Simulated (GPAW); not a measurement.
Runs of GPAW 26.7.0 on Nd. It takes space group Im-3m (No. 229, cubic). The conventional cell has a = 4.151 Å, b = 4.151 Å, c = 4.151 Å, α = 90.00°, β = 90.00°, γ = 90.00°. Around Nd (site symmetry m-3m) lie 8 Nd at 3.59 Å. This isn't the form of Nd at room conditions, which is double hcp.

```tsv
task	level	spin	U	k mesh	band path	band points	spin axis theta (degrees)	spin axis phi (degrees)	eigensolver	gap on the mesh (eV)	pressure (GPa)	moment (μB)
band structure	r2SCAN	collinear, ferromagnetic start, SOC	-	7 × 7 × 7	GHNGPH,PN	60	0	0	-	-	-1.3	4.50
density of states	PBE+U	collinear, ferromagnetic start	Nd f U = 1 eV	9 × 9 × 9	-	-	-	-	-	none	0.2	3.98
density of states	PBE+U	collinear, ferromagnetic start	Nd f U = 5 eV	9 × 9 × 9	-	-	-	-	-	none	0.2	3.80
density of states	PBE+U	collinear, ferromagnetic start	Nd f U = 2 eV	9 × 9 × 9	-	-	-	-	-	none	0.8	4.05
density of states	PBE+U	collinear, ferromagnetic start	Nd f U = 6 eV	9 × 9 × 9	-	-	-	-	-	none	0.2	(b)
density of states	PBE+U	collinear, ferromagnetic start	Nd f U = 8 eV	9 × 9 × 9	-	-	-	-	-	none	0.4	3.76
density of states	PBE+U	collinear, ferromagnetic start	Nd f U = 4 eV	9 × 9 × 9	-	-	-	-	-	none	0.3	(a)
density of states	PBE	collinear, ferromagnetic start	-	9 × 9 × 9	-	-	-	-	-	none	(d)	4.11
density of states	PBE+U	collinear, ferromagnetic start	Nd f U = 3 eV	9 × 9 × 9	-	-	-	-	-	none	0.6	(c)
```

Alike in all rows: potentials or basis GPAW PAW data sets (gpaw-data 1.2.1), pw; cell as given; cutoff (eV) 800; smearing fermi-dirac 0.05 eV.

Task: Fill in the values left out.

Result: (a) 3.85; (b) 3.78; (c) 3.94; (d) -1.7.

Caveats: one-centre terms of the f shell are cut off; the magnetic or orbital state may not be the lowest; spin-orbit coupling is left out, which moves the levels of the heavy elements (some runs); spin-orbit coupling was added after a scalar SCF, so levels and gaps hold it while energy, forces, pressure and moments don't (some runs); this program's spin-orbit splittings come out too wide for heavy elements (some runs); the PAW data sets were made with another functional, which shifts forces and pressure a little (some runs).

A k mesh can miss the band edges, and rows without SOC leave out spin-orbit coupling on Nd.

A gap of «none» marks a metal or a gap under the smearing width.
